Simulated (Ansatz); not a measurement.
# BaTiO$_{3}$: a vibration from a frozen displacement

These are results of DFT r2SCAN, scalar-relativistic, plane waves, PAW in Ansatz 0.2.0, not measurements. Cutoff 500 eV, Γ-centred 8×8×8 k-points, Gaussian smearing of 0.05 eV. Spin–orbit coupling is left out, which matters for the heavy elements here. No spin polarisation. Energies are free energies at this smearing, counted from the undisturbed cell; pressure is positive in compression.

Reference structure (relaxed at this level; it needn't be the usual structure):

```xyz
5
Lattice="3.9940 0.0000 0.0000 0.0000 3.9940 0.0000 0.0000 0.0000 3.9940" Properties=species:S:1:pos:R:3 pbc="T T T"
Ba    1.9970    1.9970    1.9970
Ti    0.0000    0.0000    0.0000
O     1.9970    0.0000    0.0000
O     0.0000    1.9970    0.0000
O     0.0000    0.0000    1.9970
```

Every Ba atom is moved by x along the Cartesian unit vector (0.707, -0.707, 0.000); the cell and all other atoms stay fixed. The cell's volume is 63.71 Å³; the moved atoms weigh 137.327 u together and the others 95.864 u. Some rows repeat others by symmetry and weren't run.

```
  x (Å)  ΔE (meV/cell) total force on the moved atoms along the move (eV/Å) pressure (GPa)
-0.2000         139.36                                                1.4400          1.2392
-0.1750         105.87                                                1.2410          0.9462
-0.1500          77.25                                                1.0496          0.6935
-0.1250          53.33                                                0.8647          0.4807
-0.1000          33.97                                                0.6852          0.3072
-0.0500           8.44                                                0.3383          0.0766
 0.0000           0.00                                                0.0000          0.0001
 0.0500           8.44                                               -0.3383          0.0766
 0.1000          33.97                                               -0.6852          0.3072
 0.1250          53.33                                               -0.8647          0.4807
 0.1500          77.25                                               -1.0496          0.6935
 0.1750         105.87                                               -1.2410          0.9462
 0.2000         139.36                                               -1.4400          1.2392
```

**Question.** What frequency belongs to this motion?

**Answer.** The force constant is k = −dF/dx = 6.766 eV/Å², from the parabola through x = -0.0500, 0 and 0.0500. In every cell the moved atoms swing against the rest, so the mass is μ = m₁m₂/(m₁ + m₂) = 56.455 u, and ν̃ = 521.5 cm⁻¹ × √(|k|/μ) = 181 cm⁻¹. The pattern needn't be a normal mode: ν̃² is then a weighted mean of the squared nonzero frequencies at the zone centre of this cell, taken without macroscopic field, so it lies between the lowest and the highest of them.

**Question.** How far does the harmonic law reach?

**Answer.** At x = -0.200 Å, kx²/2 = 135.31 meV against the computed 139.36 meV (+3.0 %): the well is still close to harmonic there.

**Question.** The pressure changes with x². What does that say about the frequency under compression?

**Answer.** With E = k(V)x²/2, k ∝ V^(−2γ) and x scaling with the cell as V^(1/3), P − P0 = −∂E/∂V = (2γ − 2/3) ΔE/V. At x = 0.1000 Å, V(P − P0) = 63.71 × 0.30715 / 160.2 eV = 122.15 meV and ΔE = 33.97 meV, so γ = 1/3 + V(P − P0)/(2ΔE) = 2.13. This is the Grüneisen parameter of the motion under uniform scaling of the cell: shrinking the cell evenly by 1 % in volume raises the frequency by about 2.13 %.

Many cubic perovskites lower their energy by tilts or polar distortions; a scan of this one displacement doesn't rule them out.

Cost: 7 runs of about 5.5 core-minutes in all, on AMD EPYC (Zen 3) (shared hosts).